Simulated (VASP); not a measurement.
# HCl in VASP: notebook

The runs below take HCl through single point, molecular dynamics, with PBE+D3(BJ).

Program: VASP 6.6.1. These are calculated values, not measurements. Logs are shortened: lines on timing, memory, paths and dates and some standing lists are left out, and cuts for length are marked.

### 1 Starting point

The cell holds a amorphous, 16 atoms: a = 7.417 Å, b = 7.417 Å, c = 7.417 Å, α = 90.00°, β = 90.00°, γ = 90.00°.

The cell was built by a generator and needn't be a form met in nature.

### 2 Single point, PBE+D3(BJ)

The input, INCAR:

```
ALGO = Normal
EDIFF = 1E-6
ENCUT = 520
GGA = PE
ISIF = 2
ISMEAR = -1
IVDW = 12
LASPH = True
LCHARG = False
LREAL = Auto
LWAVE = False
NBANDS = 46
NELM = 100
PREC = Accurate
SIGMA = 0.05
```

The input, KPOINTS:

```
k-points
0
Gamma
  1 1 1
```

The input, POSCAR:

```
HCl
1.0
    7.4168600000      0.0000000000      0.0000000000
    0.0000000000      7.4168600000      0.0000000000
    0.0000000000      0.0000000000      7.4168600000
Cl H
8 8
Direct
    0.9663032644      0.6857513759      0.8345104461
    0.3994601969      0.5013683842      0.1282753246
    0.2652491321      0.0633815066      0.3534514994
    0.1378984312      0.1912465767      0.8058582811
    0.6651801840      0.2531602049      0.6146562431
    0.7722418696      0.8278286569      0.4159909102
    0.8848880548      0.3359783362      0.2052818392
    0.5245519410     -0.0472766802      0.9601071919
    0.8997992299      0.7264039021      0.6759687150
    0.4268359864      0.6715673222      0.0917158232
    0.2450200861      0.1382158404      0.5109062705
    0.1774994609      0.3555268314      0.8522900058
    0.6378210678      0.1646948258      0.7645513082
    0.7336991573      0.9894171854      0.4772946941
    1.0218353832      0.2367353653      0.2535581031
    0.3729662543      0.0330568660      0.9176000446
```

Potentials or basis: VASP PAW PBE potentials, release 64 (Cl, H).

The run is started by

```
> cat potpaw_PBE.64/Cl/POTCAR potpaw_PBE.64/H/POTCAR > POTCAR
> mpirun -np 1 vasp_gam > vasp.out
```

OUTCAR:

```text
EDIFF = 1E-6
   ENCUT = 520
   GGA = PE
   ISIF = 2
   ISMEAR = -1
   IVDW = 12
   LASPH = True
   LREAL = Auto
   NELM = 100
   PREC = Accurate
 IVDW          = 12

 ion  position               nearest neighbor table
   1  0.966  0.686  0.835-   9 1.31
   2  0.399  0.501  0.128-  10 1.31
   3  0.265  0.063  0.353-  11 1.30
   4  0.138  0.191  0.806-  12 1.30
   5  0.665  0.253  0.615-  13 1.31
   6  0.772  0.828  0.416-  14 1.31
[... 8 lines left out ...]
  15  0.022  0.237  0.254-   7 1.30
  16  0.373  0.033  0.918-   8 1.31

  LATTYP: Found a simple cubic cell.
 ALAT       =     7.4168600000

  Lattice vectors:

 A1 = (   7.4168600000,   0.0000000000,   0.0000000000)
 A2 = (   0.0000000000,   7.4168600000,   0.0000000000)
 A3 = (   0.0000000000,   0.0000000000,   7.4168600000)

Analysis of symmetry for initial positions (statically):
=====================================================================
 Subroutine PRICEL returns:
 Original cell was already a primitive cell.

 Routine SETGRP: Setting up the symmetry group for a
 simple cubic supercell.

 Subroutine GETGRP returns: Found  1 space group operations
 (whereof  1 operations were pure point group operations)
 out of a pool of 48 trial point group operations.

The static configuration has the point symmetry C_1 .

Analysis of symmetry for dynamics (positions and initial velocities):
=====================================================================
 Subroutine PRICEL returns:
 Original cell was already a primitive cell.

 Routine SETGRP: Setting up the symmetry group for a
 simple cubic supercell.

 Subroutine GETGRP returns: Found  1 space group operations
 (whereof  1 operations were pure point group operations)
 out of a pool of 48 trial point group operations.

The dynamic configuration has the point symmetry C_1 .

 Subroutine INISYM returns: Found  1 space group operations
 (whereof  1 operations are pure point group operations),
 and found     1 'primitive' translations

----------------------------------------------------------------------------------------

                                     Primitive cell

  volume of cell :     408.0001

  direct lattice vectors                    reciprocal lattice vectors
     7.416860000  0.000000000  0.000000000     0.134827946  0.000000000  0.000000000
     0.000000000  7.416860000  0.000000000     0.000000000  0.134827946  0.000000000
     0.000000000  0.000000000  7.416860000     0.000000000  0.000000000  0.134827946

  length of vectors
     7.416860000  7.416860000  7.416860000     0.134827946  0.134827946  0.134827946

  position of ions in fractional coordinates (direct lattice)
     0.966303264  0.685751376  0.834510446
     0.399460197  0.501368384  0.128275325
     0.265249132  0.063381507  0.353451499
     0.137898431  0.191246577  0.805858281
     0.665180184  0.253160205  0.614656243
     0.772241870  0.827828657  0.415990910
[... 8 lines left out ...]
     0.021835383  0.236735365  0.253558103
     0.372966254  0.033056866  0.917600045

  ion indices of the primitive-cell ions
   primitive index   ion index
                 1           1
                 2           2
                 3           3
                 4           4
                 5           5
                 6           6
[... 8 lines left out ...]
                15          15
                16          16

----------------------------------------------------------------------------------------

 KPOINTS: k-points

Automatic generation of k-mesh.
 Grid dimensions read from file:
 generate k-points for:    1    1    1

 Generating k-lattice:

  Cartesian coordinates                     Fractional coordinates (reciprocal lattice)
     0.134827946  0.000000000  0.000000000     1.000000000  0.000000000  0.000000000
     0.000000000  0.134827946  0.000000000     0.000000000  1.000000000  0.000000000
     0.000000000  0.000000000  0.134827946     0.000000000  0.000000000  1.000000000

  Length of vectors
     0.134827946  0.134827946  0.134827946

  Shift w.r.t. Gamma in fractional coordinates (k-lattice)
     0.000000000  0.000000000  0.000000000

 Subroutine IBZKPT returns following result:
 ===========================================

 Found      1 irreducible k-points:

 Following reciprocal coordinates:
            Coordinates               Weight
  0.000000  0.000000  0.000000      1.000000
   k-points           NKPTS =      1   k-points in BZ     NKDIM =      1   number of bands    NBANDS=     46
   number of dos      NEDOS =    301   number of ions     NIONS =     16
   total plane-waves  NPLWV = 175616
   dimension x,y,z NGX =    56 NGY =   56 NGZ =   56
   dimension x,y,z NGXF=   112 NGYF=  112 NGZF=  112
   ions per type =               8   8
   NGX,Y,Z   is equivalent  to a cutoff of  12.55, 12.55, 12.55 a.u.
   NGXF,Y,Z  is equivalent  to a cutoff of  25.10, 25.10, 25.10 a.u.
 SYSTEM =  unknown system
   PREC   = accura    normal or accurate (medium, high low for compatibility)
   ISTART =      0    job   : 0-new  1-cont  2-samecut
   ICHARG =      2    charge: 1-file 2-atom 10-const
   ISPIN  =      1    spin polarized calculation?
   LNONCOLLINEAR =      F non collinear calculations
   LSORBIT =      F    spin-orbit coupling
   LASPH  =      T    aspherical Exc in radial PAW
   ENCUT  =  520.0 eV  38.22 Ry    6.18 a.u.  13.79 13.79 13.79*2*pi/ulx,y,z
   NELM   =    100;   NELMIN=  2; NELMDL= -5     # of ELM steps
   EDIFF  = 0.1E-05   stopping-criterion for ELM
   LREAL  =      T    real-space projection
   EDIFFG = 0.1E-04   stopping-criterion for IOM
   NSW    =      0    number of steps for IOM
   IBRION =     -1    ionic relax: 0-MD 1-quasi-New 2-CG
   NFREE  =      0    steps in history (QN), initial steepest desc. (CG)
   ISIF   =      2    stress and relaxation
   ISYM   =      2    0-nonsym 1-usesym 2-fastsym
   POTIM  = 0.5000    time-step for ionic-motion
   TEBEG  =    0.0;   TEEND  =   0.0 temperature during run
   PSTRESS=    0.0 pullay stress
   NELECT =      64.0000    total number of electrons
   NUPDOWN=      -1.0000    fix difference up-down
   EMIN   =  10.00;   EMAX   =-10.00  energy-range for DOS
   EFERMI =   0.00;   METHOD = LEGACY
   ISMEAR =    -1;   SIGMA  =   0.05  broadening in eV -4-tet -1-fermi 0-gaus
   EFERMI_NEDOS =   21; number of points for ismear=-14 and -15
   IALGO  =     38    algorithm
   IMIX   =      4    mixing-type and parameters
     AMIX     =   0.40;   BMIX     =  1.00
     AMIX_MAG =   1.60;   BMIX_MAG =  1.00
  volume/ion in A,a.u.               =      25.50       172.08
  Fermi-wavevector in a.u.,A,eV,Ry     =   0.882907  1.668451 10.606068  0.779524
  Thomas-Fermi vector in A             =   2.003601
   LORBIT       =      0    0 simple, 1 ext, 2 COOP (PROOUT), +10 PAW based schemes
   GGA     = PE    functional components
   LHFCALC =     F    Hartree Fock is set to
   AEXX    =    0.0000 exact exchange contribution
   IVDW    =    12    specifies the selected vdW correction
   LEPSILON=     F    determine dielectric tensor
   LRPA    =     F    only Hartree local field effects (RPA)
 non-spin polarized calculation
  energy-cutoff  :      520.00
  volume of cell :      408.00
 maximum number of plane-waves:      5534
 NGX is ok and might be reduce to    54
   NGX = 27   NGY = 27   NGZ = 27

 number of electron      64.0000011 magnetization

 Free energy of the ion-electron system (eV)
  ---------------------------------------------------
  ext. energy  EPLUGINS =         0.00000000
  ---------------------------------------------------
  free energy    TOTEN  =       -49.52492023 eV

  energy without entropy =      -49.52492023  energy(sigma->0) =      -49.52492023

 E-fermi :  -2.3327     XC(G=0):  -6.0891

 val. band max:       -3.5807866128   @ k =   0.0000   0.0000   0.0000
 cond. band min:       1.8472258230   @ k =   0.0000   0.0000   0.0000
 fundamental gap:      5.4280124359
 Fermi energy:        -2.3327316914

 k-point     1 :       0.0000    0.0000    0.0000
  band No.  band energies     occupation
      1     -18.1173      2.00000
      2     -17.7684      2.00000
      3     -17.4910      2.00000
      4     -17.4100      2.00000
      5     -17.1744      2.00000
      6     -17.1018      2.00000
[... 36 lines left out ...]
     43       5.3810      0.00000
     44       5.5815      0.00000
 [bands above 44 left out]

------------------------ aborting loop because EDIFF is reached ----------------------------------------

 Edisp (eV)   -0.99414

 E8    (eV) :    -0.2962

  FORCE on cell =-STRESS in cart. coord.  units (eV):
  Direction    XX          YY          ZZ          XY          YZ          ZX
  --------------------------------------------------------------------------------------
  -------------------------------------------------------------------------------------
  Total      -0.36051    -1.55553    -0.27858     0.16038    -0.14455    -0.45468
  in kB      -1.41570    -6.10842    -1.09395     0.62980    -0.56763    -1.78547
  external pressure =       -2.87 kB  Pullay stress =        0.00 kB

 VOLUME and BASIS-vectors are now :
 -----------------------------------------------------------------------------
  energy-cutoff  :      520.00
  volume of cell :      408.00
      direct lattice vectors                 reciprocal lattice vectors
     7.416860000  0.000000000  0.000000000     0.134827946  0.000000000  0.000000000
     0.000000000  7.416860000  0.000000000     0.000000000  0.134827946  0.000000000
     0.000000000  0.000000000  7.416860000     0.000000000  0.000000000  0.134827946

 POSITION                                       TOTAL-FORCE (eV/Angst)
 -----------------------------------------------------------------------------------
      7.16694      5.08612      6.18945        -0.058609      0.051693     -0.119056
      2.96274      3.71858      0.95140         0.009470      0.357560     -0.057713
      1.96732      0.47009      2.62150        -0.017684      0.053052      0.150151
      1.02277      1.41845      5.97694         0.031826      0.106342      0.034654
      4.93355      1.87765      4.55882        -0.029037     -0.064378      0.145382
      5.72761      6.13989      3.08535        -0.030573      0.120502      0.037095
[... 8 lines left out ...]
      0.16195      1.75583      1.88060        -0.120615      0.078254     -0.036755
      2.76624      0.24518      6.80571         0.093013     -0.060848      0.028993
 -----------------------------------------------------------------------------------
    total drift:                               -0.000764      0.001238     -0.000302

  FREE ENERGIE OF THE ION-ELECTRON SYSTEM (eV)
  ---------------------------------------------------
  free  energy   TOTEN  =       -50.5190605354 eV

  energy  without entropy=      -50.5190605353  energy(sigma->0) =      -50.51906054
```

Run time: 45 s. Hardware: 1 thread of Intel Xeon Platinum 8488C (Sapphire Rapids), shared host; peak memory 0.41 GiB.

What came out:

* Free energy: -50.5191 eV
* Pressure: -0.3 GPa
* Largest force: 0.368 eV/Å
* Band gap on the k mesh: 5.43 eV, direct
* Dispersion energy per atom: -0.062 eV

Forces in eV/Å, atoms in the order of the input:
```
Cl  -0.059  0.052 -0.119
Cl   0.009  0.358 -0.058
Cl  -0.018  0.053  0.150
Cl   0.032  0.106  0.035
Cl  -0.029 -0.064  0.145
Cl  -0.031  0.121  0.037
Cl   0.100 -0.081  0.037
Cl  -0.085  0.056 -0.039
H    0.059 -0.023  0.113
H   -0.037 -0.365  0.023
H    0.017 -0.060 -0.139
H    0.008 -0.102  0.007
H    0.038  0.074 -0.128
H    0.022 -0.141 -0.057
H   -0.121  0.078 -0.037
H    0.093 -0.061  0.029
```

Stress tensor (GPa, compression positive):
```
-0.14  0.06 -0.18
 0.06 -0.61 -0.06
-0.18 -0.06 -0.11
```

Levels at points of the mesh, in eV from the valence-band top:
```csv
k point,band 30,band 31,band 32,band 33,band 34,band 35
"(0.00, 0.00, 0.00)",-0.31,-0.12,0.00,5.43,6.56,6.82
```

(Part 1 of 2 ends here.)
